HCTH407 gives PbSe a gap of 0.691 eV, more than any other functional here and more than three times the LDA value. By its class it doesn't belong at the top. It is a GGA, a functional that sees only the density and its gradient, yet it lies above SCAN and rSCAN, which also see the kinetic-energy density of the orbitals and usually open gaps further. The atoms sit in the same places in every row, so no difference in lattice constant can be blamed.

ABINIT 10.8.3, plane-wave Kohn-Sham DFT with PAW datasets, for PbSe (Fm-3m) in the same two-atom cell with edges of 4.328 Å. All runs used an 8 × 8 × 8 k mesh and Fermi-Dirac occupations with a smearing width of 0.05 eV, without spin polarisation, spin-orbit coupling or a dispersion correction. The band path runs through Γ, X, W, K, L and U.

| functional | potentials | wave cutoff | gap on path (eV) | direct gap on path (eV) |
| --- | --- | --- | --- | --- |
| LDA | JTH-PAW-LDA-v2.0-sp | 408.171 eV | 0.202 | 0.202 |
| PBEsol | JTH-PAW-PBE-v2.0-sp | 408.171 eV | 0.216 | 0.216 |
| RPBE | JTH-PAW-PBE-v2.0-sp | 408.171 eV | 0.396 | 0.396 |
| BLYP | JTH-PAW-PBE-v2.0-sp | 408.171 eV | 0.425 | 0.425 |
| AM05 | JTH-PAW-PBE-v2.0-sp | 408.171 eV | 0.284 | 0.284 |
| HCTH407 | JTH-PAW-PBE-v2.0-sp | 408.171 eV | 0.691 | 0.691 |
| LDA-PZ | JTH-PAW-LDA-v2.0-sp | 408.171 eV | 0.199 | 0.199 |
| LDA-VWN | JTH-PAW-LDA-v2.0-sp | 408.171 eV | 0.204 | 0.204 |
| PW91 | JTH-PAW-PBE-v2.0-sp | 408.171 eV | 0.311 | 0.311 |
| SCAN | JTH-PAW-PBE-v2.0-sp | 489.805 eV | 0.519 | 0.519 |
| WC | JTH-PAW-PBE-v2.0-sp | 408.171 eV | 0.205 | 0.205 |
| rSCAN | JTH-PAW-PBE-v2.0-sp | 489.805 eV | 0.583 | 0.583 |

The two result columns agree in every row. "Gap on path" is the smallest energy difference between filled and empty states along the path of special points, and "direct gap on path" is the smallest one at a single point. For RPBE and SCAN the band energies of the same calculations place both edges at the point L. To say that a row is out of place, though, takes a measure of where it should have been.

**From LDA to BLYP: the pattern**

The first four rows climb, though not evenly. PBEsol hardly differs from LDA, RPBE nearly doubles the gap, and BLYP reaches 0.425 eV. What mainly sets the last two apart from the first two is the strength of the gradient correction, the part of a GGA that responds to a steeply varying density. In exchange it lowers the energy, in correlation it raises it, and where the variation is steep the first outweighs the second. PBEsol was built with a weak correction to suit solids, whereas RPBE and BLYP carry strong ones. BLYP also treats correlation differently, so its small step beyond RPBE need not be one of strength alone.

The pressure shows this strength at work. Separated atoms have steeper densities than a solid, so a stronger gradient correction favours a more open crystal. Held at one common cell, such a functional pushes outward. The calculations give −2.1 GPa for LDA, which would like to shrink the cell, and +6.0 GPa for BLYP, which would like to expand it.

The same correction also acts on the bands. In PbSe the valence edge is mainly Se p in character, pushed up at L by mixing with the filled Pb s states, and the conduction edge is mainly Pb p. A potential that binds electrons more tightly in the atomic shells, relative to the flatter regions between them, should favour the compact Se states over the more diffuse Pb states. The valence edge then sinks against the conduction edge and the gap opens. This is an argument from the nature of the orbitals, and a shift of the free-atom levels alone isn't expected to account for the whole rise, least of all for BLYP. The calculations themselves show only that gap and pressure tend to rise together.

The argument becomes a model in two lines. Let $s$ be the strength of the correction, with $s=0$ for LDA. For a modest correction both the gap $E_g$ and the pressure $p$ change in proportion to $s$:

$$E_g = g_0 + g_1 s,\qquad p = p_0 + p_1 s .$$

Eliminating $s$ leaves a straight line, $E_g = a + b\,p$. It should hold as long as the functionals differ in how strongly they correct and not in the manner of the correction.

A least-squares fit to LDA and the six ordinary GGAs (PBEsol, RPBE, BLYP, AM05, PW91 and WC) gives $a = 0.249$ eV and $b = 0.031$ eV per GPa. The typical miss is 0.02 eV, about a tenth of the rise from LDA to BLYP. LDA was run with atomic datasets of its own, so some of its distance from the GGAs may come from them. The slope must not be read as the response of PbSe to being squeezed, because nothing is squeezed. It compares functionals at one cell, with pressure serving as a gauge of their character.

**AM05 and HCTH407: a small step and a large one**

AM05 shows how fine the model's grain is. Its pressure is close to that of PBEsol and WC, since all three were designed with solids in mind, but its gap is about 0.07 eV larger than theirs. The line runs between them and misses AM05 and WC by some 0.03 eV each, in opposite directions. A single strength therefore doesn't capture everything even among ordinary GGAs, and a departure of this size needs no special cause.

HCTH407 is another matter. It was left out of the fit because it already looked odd, so the line shows what an ordinary functional with its pressure of 4.29 GPa would give:

$$E_g \approx 0.249 + 0.0309 \times 4.29 \approx 0.38\ \text{eV}.$$

The computed gap is larger by 0.31 eV. That is nearly ten times the worst miss among the fitted rows.

The break can be seen without any fit. RPBE has almost the same pressure as HCTH407, and its gap is smaller by 0.295 eV. Two functionals that push on the crystal equally hard thus disagree about the gap by more than LDA and BLYP do. Whatever sets HCTH407 apart, it isn't simply more of the same gradient correction.

The electron density offers a clue. HCTH407 holds 0.073 electrons more than RPBE inside the sphere around Se. Over the seven fitted functionals this charge varies only from 3.894 to 3.952 electrons, a range of 0.058. The step from RPBE to HCTH407 is therefore larger than the whole spread among ordinary functionals, and it has the direction expected of a potential that binds the Se states more tightly. The sphere around Pb gains as well, by 0.036 electrons, so the charge is drawn in from the space between the atoms and not taken from Pb.

A plausible origin is the way the functional was made. HCTH407 isn't held to the LDA result for a uniform density, so it isn't LDA plus a correction of some strength, as the model assumes. The direction of the miss matters. BLYP misses that limit too, through its correlation part, but it binds a uniform density less strongly than LDA does, and it stays close to the line. HCTH407 errs the other way: its exchange for a uniform density is stronger than that of LDA, so its potential is expected to be deeper in dense regions relative to thin ones before any gradient term acts. It took this form from its many adjustable coefficients, fitted to reference data for molecules that included accurate exchange-correlation potentials as well as energies. The stronger uniform exchange should draw charge into the spheres and widen the gap, yet pull the cell inward, against the outward push of the gradient terms. Two parts that work together on the gap and against each other on the pressure would let a functional look ordinary in one and extraordinary in the other. This explanation fits the numbers but is not proved by them. The atomic datasets were made for PBE, and their mismatch with a functional so unlike PBE may contribute to the break.

**LDA-PZ, LDA-VWN and PW91: back on the line**

The next three rows return to the pattern. LDA-PZ and LDA-VWN are numerical representations of the same functional as LDA, and the three gaps agree within 0.005 eV. Their order has no physical meaning. They are a useful control all the same: a new name brings no new gap when the physics behind it is unchanged.

PW91 has a gradient correction of middling strength. Both its pressure and its gap fall between those of AM05 and RPBE, and the line, to which this row was fitted, passes within 0.01 eV of it. If all GGAs behaved like this, the pressure at a common cell would be enough to guess the gap.

**SCAN, WC and rSCAN: the second break**

The last stretch places an ordinary GGA between two unusual functionals. WC, with its weak gradient correction, falls back to 0.205 eV, practically the LDA value. SCAN and rSCAN have pressures near 1.4 GPa, for which the line predicts about 0.29 eV. Their computed gaps exceed this by 0.23 and 0.29 eV.

The pressure is an unlikely culprit. To bring SCAN on to the line it would have to be wrong by about 7 GPa, nearly as much as separates LDA from BLYP. Besides, both gaps are larger than that of every ordinary functional, whatever its pressure. The opening is also not peculiar to the band edges: between RPBE and SCAN the gap grows by 0.12 eV at L and by 0.18 eV at the zone centre.

Theory offers a likely cause, one that a GGA lacks. In an LDA or a GGA every orbital moves in the same local potential. SCAN and rSCAN depend on the kinetic-energy density, and this adds to the equation for the orbitals a term that works like a change of the kinetic energy from place to place. Two orbitals in the same region can then be shifted differently, according to how rapidly each one varies. The gap between filled and empty orbitals thereby takes up part of the derivative discontinuity, the jump in potential on adding an electron, which the orbital gap of an LDA or a GGA leaves out.

These two rows nevertheless deserve less trust than the others. Both calculations warned of very low densities, and both returned total energies of more than +1000 eV where the other functionals give about −360 eV. Such energies are unusable as they stand. The excess sits in one term, the PAW correction around the atoms, while the other terms and the pressures look ordinary. The two runs also used a higher wave cutoff than the rest. The gaps may have survived the fault, because a constant error in the energy doesn't move the bands. But the PAW term differs by 311 eV between the two runs, and it also supplies the atomic part of the equation for the orbitals, so this is a hope until they are repeated with other datasets or another program. The difference of 0.06 eV between SCAN and rSCAN may come from the smoothing built into rSCAN or from the same numerical trouble.

**What the three breaks share**

HCTH407, SCAN and rSCAN all keep more charge near Se than ordinary functionals of similar pressure. If the gap of the seven fitted functionals is plotted against this charge instead of the pressure, a straight line misses HCTH407 by only 0.07 eV, SCAN by 0.09 eV and rSCAN by 0.16 eV. Most of the break has gone for HCTH407 and more than half for SCAN, but less than half for rSCAN. The price is a poorer description of the ordinary functionals, with a typical miss of 0.04 eV.

It is tempting to read the remainders as the share of the gap that the density can't explain, and to credit it to the orbital dependence of SCAN and rSCAN. The data don't bear that weight. The slope of the charge line leans heavily on BLYP; without that row SCAN falls on the line, while HCTH407 ends up 0.11 eV below it. The link between a fuller Se sphere and a wider gap is a correlation across ten functionals, and it doesn't divide the gap into causes.

A neighbouring series would let each functional choose its own lattice constant. LDA would contract the crystal and BLYP would expand it. The gap of PbSe, with its band edges in their normal order, is known to grow on expansion, as the push from the Pb s states weakens. The ordinary functionals should therefore spread further apart than they do here, unless the small LDA gap closes on the way. Part of that spread would then come from geometry, and a break like that of HCTH407 would be harder to recognise.

For choosing a functional, the lesson is that its class alone doesn't fix the gap: the GGAs here run from 0.205 to 0.691 eV. Nor can closeness to experiment settle the choice. All rows omit spin-orbit coupling, which in PbSe shifts the band edges by tenths of an electronvolt and can even invert their order in LDA and GGA calculations. A small gap that seems right here may therefore be right for the wrong reason, and the larger gaps of the three outliers don't show them to be worse.
